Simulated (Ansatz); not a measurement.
Input:

Starting cell, MgF2 (rutile):

```
CELL_PARAMETERS angstrom
      4.69838     0.00000     0.00000
      0.00000     4.69838     0.00000
      0.00000     0.00000     3.09284
ATOMIC_POSITIONS crystal
  Mg 0.00000 0.00000 0.00000
  Mg 0.50000 0.50000 0.50000
  F  0.30358 0.30358 0.00000
  F  0.80358 0.19642 0.50000
  F  0.19642 0.80358 0.50000
  F  0.69642 0.69642 0.00000
```

In each cell atom 6 (F, nearest neighbour Mg at 2.017 Å; its periodic images, 3.1 Å or more away, move with it) moves by s·(0.707, 0.707, 0.000) (towards the nearest neighbour), the rest being held.

The numbers are results of PBE (plane waves to 420 eV, PAW, scalar-relativistic; Ansatz, a first-principles code), not measurements. k mesh 6×6×9 (Γ-centred), Fermi-Dirac smearing 0.05 eV. Energies are smeared free energies. MgF2 was relaxed with its symmetry unable to fall. ΔE is measured from the undisplaced structure.

The scan covers s from -0.400 to 0.400 Å in 11 points.

### Question
Is the energy the same for displacements of ±0.400 Å, and if not, which side lies higher?

### Answer
Not even: the positive side lies higher at ±0.400 Å. With its periodic images moving along, the atom's site symmetry in this cell is mm2.

### Question
What is the energy change at s = 0.400 Å?

### Answer
1233 meV/cell.

### Question
What is the force constant k = d²E/ds² of this move at s = 0?

### Answer
10.6 eV/Å².

(For displaced atoms, the force is minus the slope of the energy, and its curvature is a force constant, which sets phonon frequencies.)
